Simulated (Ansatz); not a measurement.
Clusters are cut from relaxed bulk AlP (F-43m, 20.87 Å³/atom, gap on the mesh 1.63 eV) and relaxed in a periodic box with vacuum; the excess energy counts from that bulk. Caps count from half an H2 molecule.

The calculation used DFT PBE, scalar-relativistic, plane waves, PAW in Ansatz 0.2.0.

Cutoff 420 eV, Gaussian smearing of 0.05 eV, energies at zero smearing, symmetry of each start kept, no spin polarisation.

```
               start atoms k mesh excess energy (eV per host atom) gap on the mesh (eV) highest filled level or Fermi level under vacuum (eV)
Al2P2H10, sphere cut     14   1×1×1                             0.798                  4.72                                                   6.43
P5Al5H18, sphere cut     28   1×1×1                             0.562                  4.33                                                   6.48
```

Each run keeps its start's symmetry and one magnetic start, so lower states can exist.

Cost: 2 runs of about 7.2 core-minutes in all, on Arm Neoverse V2 (shared hosts).